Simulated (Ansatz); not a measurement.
A run of Ansatz 0.2.0 is set up as follows.

File input.yaml:

```yaml
crystal:
  lattice:
    - [0.0, 3.2145, 3.2145]
    - [3.2145, 0.0, 3.2145]
    - [3.2145, 3.2145, 0.0]
  atoms:
    - { symbol: Hg, position: [0.0, 0.0, 0.0] }
    - { symbol: Te, position: [0.75, 0.75, 0.75] }
hamiltonian:
  xc: pbesol
  pseudopotentials: { kind: paw }
  dispersion: d3bj
kpoints:
  mp_grid: { grid: [7, 7, 7] }
scf:
  occupations: { method: fermi_dirac, width: 0.05 }
output:
  forces: true
  stress: true
  write_density: true
  write_potential: true
  elf: true
  volumetric_format: npy
relax:
  f_tol: 0.01
  max_steps: 40
  cell: { stress_tol: 0.05 }
```

Potentials or basis: Ansatz PAW.

Command:

```console
$ ansatz run input.yaml --threads 2 --pin off --max-ram 5632MiB --backend cpu --events-out ev --progress --plain --runs-dir out
```

Predict the band gap on the k mesh.

none (metal or under the smearing width).

Final structure:
```
Hg Te
1.0
     0.00000    3.21450    3.21450
     3.21450    0.00000    3.21450
     3.21450    3.21450    0.00000
Hg Te
1 1
Cartesian
  0.0000 0.0000 0.0000
  4.8217 4.8217 4.8217
```

 Spin-orbit coupling is left out, which matters for the levels of Hg, Te.
